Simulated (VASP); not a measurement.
# TiSe2 (P-3m1) in VASP: single point with PBE

Aim: the single point of TiSe2 with PBE.

Everything below comes from runs of VASP 6.6.1. Logs are shortened: lines on timing, memory, paths and dates and some standing lists are left out, and cuts for length are marked.

## 1. The crystal as given

It takes space group P-3m1 (No. 164, trigonal). Conventional cell: a = 3.540 Å, b = 3.540 Å, c = 6.008 Å, α = 90.00°, β = 90.00°, γ = 120.00°. Around Ti (site symmetry -3m) lie 6 Se at 2.56 Å. Around Se (site symmetry 3m) lie 3 Ti at 2.56 Å.

The cell was built by a generator and needn't be a form met in nature.

## 2. Single point, PBE

INCAR

```
SYSTEM = TiSe2
PREC = Accurate ; ENCUT = 520
EDIFF = 1E-7 ; ISMEAR = -1
SIGMA = 0.026 ; LREAL = .False.
LASPH = .True. ; NELM = 100
ALGO = Fast ; ISIF = 2
LWAVE = .False. ; LCHARG = .True.
GGA = PE ; LELF = .True.
LVHAR = .True. ; NBANDS = 19
```

KPOINTS

```
Automatic mesh
0
Gamma
  16 16 8
  0 0 0
```

POSCAR

```
TiSe2
1.0
    3.5400000000      0.0000000000      0.0000000000
   -1.7700000000      3.0657299294      0.0000000000
    0.0000000000      0.0000000000      6.0080000000
Ti Se
1 2
Direct
    0.0000000000      0.0000000000      0.0000000000
    0.3333333333      0.6666666667      0.2558268850
    0.6666666667      0.3333333333     -0.2558268850
```

Potentials or basis: VASP PAW PBE potentials, release 64 (Ti_sv, Se).

Launch:

```sh
cat potpaw_PBE.64/Ti_sv/POTCAR potpaw_PBE.64/Se/POTCAR > POTCAR
mpirun -np 1 vasp_std > vasp.out
```

OUTCAR:

```text
SYSTEM = TiSe2
   PREC = Accurate
   ENCUT = 520
   EDIFF = 1E-7
   ISMEAR = -1
   LREAL = .False.
   LASPH = .True.
   NELM = 100
   ISIF = 2
   GGA = PE

 ion  position               nearest neighbor table
   1  0.000  0.000  0.000-   2 2.56   3 2.56   3 2.56   2 2.56   3 2.56   2 2.56
   2  0.333  0.667  0.256-   1 2.56   1 2.56   1 2.56
   3  0.667  0.333  0.744-   1 2.56   1 2.56   1 2.56

  LATTYP: Found a hexagonal cell.
 ALAT       =     3.5400000000
 C/A-ratio  =     1.6971751412

  Lattice vectors:

 A1 = (   3.5400000000,   0.0000000000,   0.0000000000)
 A2 = (  -1.7700000000,   3.0657299294,   0.0000000000)
 A3 = (   0.0000000000,   0.0000000000,   6.0080000000)

Analysis of symmetry for initial positions (statically):
=====================================================================
 Subroutine PRICEL returns:
 Original cell was already a primitive cell.

 Routine SETGRP: Setting up the symmetry group for a
 hexagonal supercell.

 Subroutine GETGRP returns: Found 12 space group operations
 (whereof 12 operations were pure point group operations)
 out of a pool of 24 trial point group operations.

The static configuration has the point symmetry D_3d.

Analysis of symmetry for dynamics (positions and initial velocities):
=====================================================================
 Subroutine PRICEL returns:
 Original cell was already a primitive cell.

 Routine SETGRP: Setting up the symmetry group for a
 hexagonal supercell.

 Subroutine GETGRP returns: Found 12 space group operations
 (whereof 12 operations were pure point group operations)
 out of a pool of 24 trial point group operations.

The dynamic configuration has the point symmetry D_3d.

 Subroutine INISYM returns: Found 12 space group operations
 (whereof 12 operations are pure point group operations),
 and found     1 'primitive' translations

----------------------------------------------------------------------------------------

                                     Primitive cell

  volume of cell :      65.2029

  direct lattice vectors                    reciprocal lattice vectors
     3.540000000  0.000000000  0.000000000     0.282485876  0.163093296  0.000000000
[... 84 lines left out ...]
   LSORBIT =      F    spin-orbit coupling
   LASPH  =      T    aspherical Exc in radial PAW
   ENCUT  =  520.0 eV  38.22 Ry    6.18 a.u.   6.58  6.58 11.17*2*pi/ulx,y,z
   NELM   =    100;   NELMIN=  2; NELMDL= -5     # of ELM steps
   EDIFF  = 0.1E-06   stopping-criterion for ELM
   LREAL  =      F    real-space projection
   EDIFFG = 0.1E-05   stopping-criterion for IOM
   NSW    =      0    number of steps for IOM
   IBRION =     -1    ionic relax: 0-MD 1-quasi-New 2-CG
   NFREE  =      0    steps in history (QN), initial steepest desc. (CG)
   ISIF   =      2    stress and relaxation
   ISYM   =      2    0-nonsym 1-usesym 2-fastsym
   POTIM  = 0.5000    time-step for ionic-motion
   TEBEG  =    0.0;   TEEND  =   0.0 temperature during run
   PSTRESS=    0.0 pullay stress
   NELECT =      24.0000    total number of electrons
   NUPDOWN=      -1.0000    fix difference up-down
   EMIN   =  10.00;   EMAX   =-10.00  energy-range for DOS
   EFERMI =   0.00;   METHOD = LEGACY
   ISMEAR =    -1;   SIGMA  =   0.03  broadening in eV -4-tet -1-fermi 0-gaus
   EFERMI_NEDOS =   21; number of points for ismear=-14 and -15
   IALGO  =     68    algorithm
   IMIX   =      4    mixing-type and parameters
     AMIX     =   0.40;   BMIX     =  1.00
     AMIX_MAG =   1.60;   BMIX_MAG =  1.00
  volume/ion in A,a.u.               =      21.73       146.67
  Fermi-wavevector in a.u.,A,eV,Ry     =   1.173247  2.217116 18.728544  1.376509
  Thomas-Fermi vector in A             =   2.309663
   LORBIT       =      0    0 simple, 1 ext, 2 COOP (PROOUT), +10 PAW based schemes
   GGA     = PE    functional components
   LHFCALC =     F    Hartree Fock is set to
   AEXX    =    0.0000 exact exchange contribution
   IVDW    =     0    specifies the selected vdW correction
   LEPSILON=     F    determine dielectric tensor
   LRPA    =     F    only Hartree local field effects (RPA)
 non-spin polarized calculation
 RMM-DIIS sequential band-by-band and
  energy-cutoff  :      520.00
  volume of cell :       65.20
 maximum number of plane-waves:      1792
 NGX is ok and might be reduce to    28
   NGX = 13   NGY = 13   NGZ = 23

 number of electron      24.0000000 magnetization

 Free energy of the ion-electron system (eV)
  ---------------------------------------------------
  ext. energy  EPLUGINS =         0.00000000
  ---------------------------------------------------
  free energy    TOTEN  =       -18.17638574 eV

  energy without entropy =      -18.17450070  energy(sigma->0) =      -18.17544322

 E-fermi :   4.7786     XC(G=0):  -9.9866

 val. band max:        4.7709547727   @ k =   0.0625   0.0000   0.1250
 cond. band min:       4.7799959112   @ k =   0.3750   0.0000   0.5000
 fundamental gap:      0.0090411385
 Fermi energy:         4.7786139203

 k-point     1 :       0.0000    0.0000    0.0000
  band No.  band energies     occupation
      1     -52.8699      2.00000
      2     -29.0923      2.00000
      3     -29.0836      2.00000
      4     -29.0836      2.00000
      5      -9.1640      2.00000
      6      -7.7448      2.00000
[... 505 lines left out ...]
      6      -7.4226      2.00000
[... 11 lines left out ...]
     18      11.5967      0.00000
     19      13.1165      0.00000

 [... further k-points ...]

------------------------ aborting loop because EDIFF is reached ----------------------------------------

  FORCE on cell =-STRESS in cart. coord.  units (eV):
  Direction    XX          YY          ZZ          XY          YZ          ZX
  --------------------------------------------------------------------------------------
  -------------------------------------------------------------------------------------
  Total        0.3365473      0.3365473      0.7816839      0.0000000     -0.0000000     -0.0000000
  in kB        8.2696970      8.2696970     19.2076700      0.0000000     -0.0000000     -0.0000000
  external PRESSURE =      11.9156880 kB  Pullay stress =       0.0000000 kB

 VOLUME and BASIS-vectors are now :
 -----------------------------------------------------------------------------
  energy-cutoff  :      520.00
  volume of cell :       65.20
      direct lattice vectors                 reciprocal lattice vectors
     3.540000000  0.000000000  0.000000000     0.282485876  0.163093296  0.000000000
    -1.770000000  3.065729929  0.000000000     0.000000000  0.326186593  0.000000000
     0.000000000  0.000000000  6.008000000     0.000000000  0.000000000  0.166444740

 POSITION                                       TOTAL-FORCE (eV/Angst)
 -----------------------------------------------------------------------------------
      0.00000      0.00000      0.00000        -0.000000      0.000000      0.000000
     -0.00000      2.04382      1.53701        -0.000000      0.000000      0.017984
      1.77000      1.02191      4.47099         0.000000      0.000000     -0.017984
 -----------------------------------------------------------------------------------
    total drift:                               -0.000000      0.000000      0.000000

  FREE ENERGIE OF THE ION-ELECTRON SYSTEM (eV)
  ---------------------------------------------------
  free  energy   TOTEN  =       -18.1763857356 eV

  energy  without entropy=      -18.1745006998  energy(sigma->0) =      -18.17544322
```

Run time: 13 min. Hardware: 1 thread of Intel Xeon Platinum 8488C (Sapphire Rapids), shared host; peak memory 0.38 GiB.

Results:

| Quantity | Value |
| --- | --- |
| Free energy | -18.1764 eV |
| Pressure | 1.2 GPa |
| Largest force | 0.018 eV/Å |
| Band gap on the k mesh | none (metal or under the smearing width) |

Forces in eV/Å, atoms in the order of the input:
```
Ti   0.000  0.000  0.000
Se   0.000  0.000  0.018
Se   0.000  0.000 -0.018
```

Stress tensor (GPa, compression positive):
```
0.83 0.00 0.00
0.00 0.83 0.00
0.00 0.00 1.92
```

Caveat: this functional lacks dispersion, which binds the layers, so the pressure and a relaxed spacing across them are unreliable.
